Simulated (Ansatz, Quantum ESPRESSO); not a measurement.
## Na: programs and potentials compared

```
Na
1.0
    -2.14100    2.14100    2.14100
     2.14100   -2.14100    2.14100
     2.14100    2.14100   -2.14100
Na
1
Direct
  0.00000 0.00000 0.00000
```

Alike in all runs: task band structure; functional PBE; k mesh 9 × 9 × 9; occupations fermi-dirac, width 0.05 eV; no spin polarisation; no spin-orbit coupling. Pressure is positive in compression and, in plane waves, holds the error of the finite cutoff, which Ansatz's Pulay term estimates and takes out.

```tsv
program and potentials	plane-wave cutoff (eV)	notes	pressure (GPa)
Ansatz, SPMS NC	653	Pulay term of +0.04 GPa included	-0.35
Ansatz, JTH PAW	1440	-	?
Ansatz, PseudoDojo stringent (PBE files)	1197	-	-0.42
Ansatz, all-electron LAPW, scalar-relativistic	-	-	-0.42
Ansatz, Ansatz NC	1197	-	-0.42
Quantum ESPRESSO, PseudoDojo 0.4.1 SR PBE standard	1197	-	-0.42
Ansatz, Ansatz PAW (files of its older set among them)	700	-	-0.42
```

Question: Estimate from the other rows what the run with Ansatz, JTH PAW gave.

Answer: Pressure -0.41 GPa. The other rows, which needn't bracket it: pressure -0.42 to -0.35.
